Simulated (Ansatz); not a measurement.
NaH (CsCl type), relaxed with r2SCAN, was run in Ansatz under altered settings. All numbers are computed, without spin polarisation but where a row says otherwise.

```yaml
crystal:
  lattice:
    - [2.93239, 0.00000, 0.00000]
    - [0.00000, 2.93239, 0.00000]
    - [0.00000, 0.00000, 2.93239]
  atoms:
    - { symbol: Na, position: [0.00000, 0.00000, 0.00000] }
    - { symbol: H, position: [0.50000, 0.50000, 0.50000] }
```

The base run's other keys:
```yaml
kpoints:
  mp_grid: { grid: [4, 4, 4] }
hamiltonian:
  xc: hse06
scf:
  occupations: { method: fixed }
  n_extra_bands: 4
```

It takes 11 iterations with 485 plane waves at 420 eV and 10 k points, and leaves a mean stress of +0.41 GPa. The gap over this mesh is 1.885 eV.

Outcomes, with energy and stress as changes against the base:

| setting | outcome | ΔF (meV/atom) | Δ mean stress (GPa) | gap on the mesh (eV) | iterations |
| --- | --- | --- | --- | --- | --- |
| PBE hybrid, exx coeff 0.05, omega 0.2078 1/Å | converged | – | +0.4 | 1.173 | 10 |
| PBE hybrid, exx coeff 0.5, omega 0.2078 1/Å | converged | – | -0.5 | 2.817 | 14 |
| PBE hybrid, exx coeff 0.3, omega 0.2078 1/Å | converged | – | -0.1 | 2.068 | 12 |
| PBE hybrid, exx coeff 1.0, omega 0.2078 1/Å | converged | – | -1.4 | 4.797 | 18 |
| hamiltonian.dispersion: d3bj | converged | -205 | -2.6 | 1.885 | 11 |
| accuracy: low | converged | 0.0 | 0.0 | 1.885 | 11 |

A dash marks a value that wasn't obtained or can't be compared. Stress is positive in compression.

- PBE hybrid, exx coeff 0.05, omega 0.2078 1/Å. That is 5 % exact exchange, screened with ω = 0.2078 1/Å, against HSE06's 25 % screened at 0.208 1/Å. The mean stress moves by +0.4 GPa and the gap on the mesh by -0.712 eV (to 1.173). Totals of different functionals aren't comparable.
- PBE hybrid, exx coeff 0.5, omega 0.2078 1/Å. That is 50 % exact exchange, screened with ω = 0.2078 1/Å, against HSE06's 25 % screened at 0.208 1/Å. The mean stress moves by -0.5 GPa and the gap on the mesh by +0.932 eV (to 2.817). Totals of different functionals aren't comparable. The program warns that on this mesh the truncation of the exchange isn't bounded, so part of the change can be an error of the mesh.
- PBE hybrid, exx coeff 1.0, omega 0.2078 1/Å. That is 100 % exact exchange, screened with ω = 0.2078 1/Å, against HSE06's 25 % screened at 0.208 1/Å. The mean stress moves by -1.4 GPa and the gap on the mesh by +2.912 eV (to 4.797). Totals of different functionals aren't comparable. The program warns that on this mesh the truncation of the exchange isn't bounded, so part of the change can be an error of the mesh.
- hamiltonian.dispersion: d3bj. The free energy moves by -205 meV an atom, the mean stress by -2.6 GPa and the gap on the mesh by 0.000 eV (to 1.885). A pairwise correction adds to energy, forces and stress and leaves the bands alone.

Within 1 meV an atom, 0.1 GPa and 0.005 eV of the base stay: accuracy: low.

The stress of a hybrid is loosely converged in these runs.

The meshes of the hybrids are coarse, so their gaps aren't converged to the digits shown.
